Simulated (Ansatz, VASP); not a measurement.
# Li: VASP beside Ansatz

INCAR

```
SYSTEM = Li
PREC     = Accurate       ! precision mode
ENCUT    = 600            ! plane-wave cutoff, eV
EDIFF    = 1E-7           ! SCF threshold, eV
ISMEAR   = -1             ! smearing method
SIGMA    = 0.1            ! smearing width, eV
LREAL    = .False.        ! projectors in reciprocal space
LASPH    = .True.         ! aspherical terms in the spheres
NELM     = 80             ! most SCF steps
ALGO     = Fast           ! electronic algorithm
ISIF     = 3              ! what is computed and relaxed
LWAVE    = .False.        ! write WAVECAR
LCHARG   = .False.        ! write CHGCAR
GGA      = RE             ! functional
IBRION   = 2              ! ionic algorithm
NSW      = 80             ! ionic steps
EDIFFG   = -0.01          ! ionic threshold
```

KPOINTS

```
regular mesh
0
Gamma
  12 12 12
  0 0 0
```

Contents of POSCAR:

```
Li
1.0
    0.0000000000      2.2107204702      2.2107204702
    2.2107204702      0.0000000000      2.2107204702
    2.2107204702      2.2107204702      0.0000000000
Li
1
Direct
    0.0000000000      0.0000000000      0.0000000000
```

Input for Ansatz:

```yaml
crystal:
  lattice:
    - [0.0, 2.2107204702, 2.2107204702]
    - [2.2107204702, 0.0, 2.2107204702]
    - [2.2107204702, 2.2107204702, 0.0]
  atoms:
    - { symbol: Li, position: [0.0, 0.0, 0.0] }
hamiltonian:
  xc: revpbe
  pseudopotentials:
    kind: paw
    azcp:
      Li: "pseudopotentials/Li.paw.azcp"
basis:
  ecutwfc: 420
  fft_grid_basis: typed
kpoints:
  mp_grid: { grid: [12, 12, 12], shift: [0, 0, 0] }
magnetization:
  spin_polarized: false
scf:
  occupations: { method: fermi_dirac, width: 0.1 }
relax:
  max_steps: 60
  f_tol: 0.01
  cell: {}
output:
  write_density: true
  write_potential: true
  elf: true
  volumetric_format: npy
```

The cell was built by a generator and needn't be a form met in nature.

Alike in both runs: task relaxation of cell and atoms; functional revPBE; k mesh 12 × 12 × 12; occupations fermi-dirac, width 0.1 eV; no spin polarisation.

|  | VASP | Ansatz |
| --- | --- | --- |
| version | VASP 6.6.1 | Ansatz 0.2.0 |
| potentials or method | VASP PAW PBE potentials, release 64 (Li_sv) | plane waves (420 eV) with PAW, scalar-relativistic |
| plane-wave cutoff (eV) | 600 | 420 |
| valence electrons in the cell | 3 | 3 |

```csv
,VASP,Ansatz,Ansatz less VASP
relaxed volume (Å³/atom),20.92,21.12,+0.195
relaxed cell length with the largest relative difference (Å),3.093,3.103,+0.0096
```

Caveats: the cutoff is under 1.25 times the usual one of these potentials, so pressure, stress and relaxed cells hold a basis-set (Pulay) error (VASP); the PAW data sets were made with another functional, which shifts forces and pressure a little (VASP).
